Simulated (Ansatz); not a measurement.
# Crystal structures of molybdenum under revPBE

Computed with DFT, revPBE, plane waves (420 eV) with PAW, scalar-relativistic in Ansatz. The PAW files were generated under PBE, with cores re-solved for the functional.

Each structure is relaxed within its own symmetry, so a high-lying one may be dynamically unstable.

```
        structure  ΔE (meV/atom)  V (Å³/atom)                                    cell     magnetic state
              bcc              0        15.97                             a = 3.173 Å  spin not included
              A15             95        16.18                             a = 5.059 Å  spin not included
omega (AlB2-type)            400        16.29  a = 4.684 Å, c = 2.572 Å (c/a = 0.549)  spin not included
              fcc            424        16.20                             a = 4.017 Å  spin not included
             dhcp            424        16.25  a = 2.782 Å, c = 9.697 Å (c/a = 3.485)  spin not included
              hcp            438        16.28  a = 2.768 Å, c = 4.909 Å (c/a = 1.774)  spin not included
     simple cubic           1146        17.86                             a = 2.614 Å  spin not included
          diamond           2196        23.37                             a = 5.718 Å  spin not included
```

ΔE counts from bcc.

Differences under about 8 meV lie within the error of the k-point mesh.
